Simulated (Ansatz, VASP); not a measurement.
**Two plane-wave programs on Cs**

INCAR

```
SYSTEM = Cs
ALGO = Normal
EDIFF = 1E-6
ENCUT = 520
GGA = PS
ISIF = 2
ISMEAR = 0
LASPH = .True.
LCHARG = .False.
LREAL = .False.
LWAVE = .False.
NBANDS = 10
NELM = 80
PREC = Accurate
SIGMA = 0.1
```

The input KPOINTS:

```
k-points
0
Gamma
  10 10 10
  0 0 0
```

Contents of POSCAR:

```
Cs
1.0
   -2.9748119644      2.9748119644      2.9748119644
    2.9748119644     -2.9748119644      2.9748119644
    2.9748119644      2.9748119644     -2.9748119644
Cs
1
Direct
    0.0000000000      0.0000000000      0.0000000000
```

Input for Ansatz:

```yaml
crystal:
  lattice:
    - [-2.9748119644, 2.9748119644, 2.9748119644]
    - [2.9748119644, -2.9748119644, 2.9748119644]
    - [2.9748119644, 2.9748119644, -2.9748119644]
  atoms:
    - { symbol: Cs, position: [0.0, 0.0, 0.0] }
basis:
  ecutwfc: 420
kpoints:
  mp_grid: { grid: [10, 10, 10] }
hamiltonian:
  xc: pbesol
scf:
  occupations: { method: gaussian, width: 0.1 }
output:
  forces: true
  stress: true
  eigenvalues: true
```

Alike in both runs: task single point; functional PBEsol; k mesh 10 × 10 × 10; occupations gaussian, width 0.1 eV; no spin polarisation.

|  | VASP | Ansatz |
| --- | --- | --- |
| version | VASP 6.6.1 | Ansatz 0.2.0 |
| potentials or method | VASP PAW PBE potentials, release 64 (Cs_sv) | scalar-relativistic, plane waves, PAW |
| plane-wave cutoff (eV) | 520 | 420 |
| valence electrons in the cell | 9 | 9 |

```csv
,VASP,Ansatz,Ansatz less VASP
gap on the k mesh at the Fermi level (eV),none,none,-
pressure (GPa),0.1,0.1,+0.01
```

A gap of «none» marks a metal or a gap that the smearing closes.

Caveats: the PAW data sets were made with another functional, which shifts forces and pressure a little (VASP). Spin-orbit coupling is left out, which matters for the levels of Cs.
